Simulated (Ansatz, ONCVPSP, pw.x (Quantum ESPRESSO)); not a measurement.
# Equation-of-state test of one ONCV potential (Mo)

```
Element                 : Mo
Generator               : ONCVPSP 4.0.1.1 (patched build)
Type                    : optimised norm-conserving Vanderbilt (ONCV)
Functional              : PBE
Relativity              : scalar-relativistic
Frozen core             : [Ar] 3d10
Valence charge          : 14
Reference configuration : 4s2 4p6 4d5 5s1
Partial waves           : 4s+5s: rc 2.10 bohr, ncon 4, nbas 8, qcut 4.8 1/bohr, 2 projectors; 4p: rc 1.36 bohr, ncon 5, nbas 9, qcut 8.2 1/bohr, 1 projector; 4d: rc 2.35 bohr, ncon 4, nbas 9, qcut 7.9 1/bohr, 1 projector
Local potential         : polynomial inside 1.36 bohr (lpopt 4, dvloc0 6 Ha)
Core correction         : Teter function, fcfact 4.5, rcfact 1.55
```

Crystal test: fcc Mo in pw.x 7.5, no spin, 14³ k-points, Fermi–Dirac smearing 0.01 Ry, cutoffs 135/540 Ry. The reference is all-electron LAPW (Ansatz 0.2.0) with the same functional, mesh and smearing; V0 and B0 come from Birch–Murnaghan fits to the pressures at five volumes. Errors are pseudo minus all-electron; Δ is the rms difference of the E(V) curves that follow from these fits, minima aligned, over ±6 % about the mean V0. Mesh and smearing are coarse, so the numbers serve the comparison and aren't converged zero-temperature values; the lattice is a test structure that the element need not adopt.

All-electron: a0 = 4.005 Å (V0 = 16.06 Å³/atom), B0 = 235.3 GPa.

Question: How far does the potential miss the all-electron equation of state?

Answer: mean pressure error (GPa): +1.02; a0 (Å): 4.010; a0 error (%): +0.14; B0 error (%): +0.2; Δ (meV/atom): 3.5.

```tsv
V (Å³/atom)	P all-electron (GPa)	P pseudo (GPa)
15.226	13.93	15.19
15.626	6.76	7.89
16.027	0.44	1.45
16.428	-5.13	-4.23
16.828	-10.04	-9.24
```

Question: At the middle volume, how do free energy and pressure move when the wave cutoff is lowered (ecutrho kept at four times it)?

Answer:

```csv
cutoff (Ry),shift of F (meV/atom),shift of P (GPa)
61,+108.2,-8.47
81,+14.1,+0.08
108,+1.7,-0.06
```

The run at the middle volume (104 k-points, 8 iterations) took about 92 s on one core of a shared host (Neoverse-N1, 64 threads, 124 GiB, load 62).
